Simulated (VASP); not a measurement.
Ru: relaxation of cell and atoms with r2SCAN

The system is Ru.

```xyz
1
Lattice="-1.5037 1.5037 1.5037 1.5037 -1.5037 1.5037 1.5037 1.5037 -1.5037" Properties=species:S:1:pos:R:3 pbc="T T T"
Ru    0.0000    0.0000    0.0000
```

This isn't the form of Ru at room conditions, which is hcp.

```yaml
Program: VASP 6.6.1
Task: relaxation of cell and atoms
Functional: r2SCAN
Potentials_or_basis: VASP PAW PBE potentials, release 64 (Ru_pv)
Cutoff: 600 eV
k_mesh: 20 × 20 × 20
Occupations: gaussian, width 0.1 eV
Spin: no spin polarisation
Further_INCAR_settings: ALGO = Normal; EDIFF = 1e-07; IBRION = 2; EDIFFG = -0.005; NSW = 90; ISIF = 3
```

The relaxed volume is 13.99 Å³/atom, the relaxed cell is a = 2.629 Å, b = 2.629 Å, c = 2.629 Å, α = 109.47°, β = 109.47°, γ = 109.47° and the space group after relaxing (to 0.05 Å) is Im-3m (No. 229). The energy gained by relaxing is 11.2 meV/atom and the ionic steps are 4. The pressure after relaxing is 0.0 GPa and the band gap on the k mesh is none (metal or under the smearing width).

Step by step:
```tsv
step	energy change (eV)	largest force (eV/Å)	pressure (GPa)	volume (Å³)
1	0.0000	0.0000	9.38	13.60
2	0.0771	0.0000	-21.06	15.23
3	-0.0111	0.0000	-0.29	14.01
4	-0.0112	0.0000	-0.01	13.99
```

Final structure:
```
Ru
1.0
    -1.51810    1.51810    1.51810
     1.51810   -1.51810    1.51810
     1.51810    1.51810   -1.51810
Ru
1
Direct
  0.00000 0.00000 0.00000
```

Levels at points of the mesh, in eV from the Fermi level:
| k point | band 3 | band 4 | band 5 | band 6 | band 7 | band 8 | band 9 | band 10 | band 11 |
| --- | --- | --- | --- | --- | --- | --- | --- | --- | --- |
| (0.00, 0.00, 0.00) | -43.94 | -8.34 | -2.96 | -2.96 | -2.96 | -0.07 | -0.07 | 8.44 | 17.96 |
| (0.50, 0.00, 0.00) | -43.94 | -6.45 | -4.78 | -0.10 | 0.42 | 1.21 | 2.45 | 8.44 | 10.68 |
| (0.50, 0.50, 0.50) | -44.68 | -6.52 | -6.52 | 1.83 | 1.83 | 1.83 | 8.44 | 9.78 | 9.78 |

It took 12 min on 1 thread of Intel(R) Xeon(R) Platinum 8375C CPU @ 2.90GHz (Ice Lake), on a shared host, peak memory 0.2 GiB.

Caveat: the PAW data sets were made with another functional, which shifts forces and pressure a little.
